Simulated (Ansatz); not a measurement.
# Equation of state of GaP from a dense series

```xyz
2
Lattice="0.0000 2.7252 2.7252 2.7252 0.0000 2.7252 2.7252 2.7252 0.0000" Properties=species:S:1:pos:R:3 pbc="T T T"
Ga    0.0000    0.0000    0.0000
P     4.0879    4.0879    4.0879
```

Atom numbers follow the list: Ga1, P2.

The geometry is COD entry 9008846, unchecked; take it as a test cell.

Level of theory: DFT, LDA, all-electron LAPW, scalar-relativistic (Ansatz 0.2.0).

Numerical set-up: a Γ-centred 10×10×10 k mesh, Fermi–Dirac smearing of 0.05 eV, basis error target 0.5 meV/atom, no spin polarisation.

The cell is scaled evenly. Fractional coordinates are held (clamped ions).

```csv
V (Å³/atom),P (GPa)
19.036,2.76
19.431,0.75
19.836,-1.09
20.038,-1.93
20.240,-2.73
20.443,-3.48
20.645,-4.19
21.050,-5.49
21.455,-6.66
```

Question: Fit a third-order Birch–Murnaghan curve to the pressures.

Answer: P = (3B0/2)(y^(7/2) − y^(5/2))[1 + (3/4)(B0′ − 4)(y − 1)] with y = (V0/V)^(2/3) fits within 0.01 GPa for V0 = 19.590 Å³/atom, B0 = 90.0 GPa and B0′ = 4.56.

Question: Predict the pressure at the withheld volume, 19.026 Å³/atom.

Answer: There y = 1.0197, so the fit gives 2.81 GPa; the run gave 2.81 GPa.
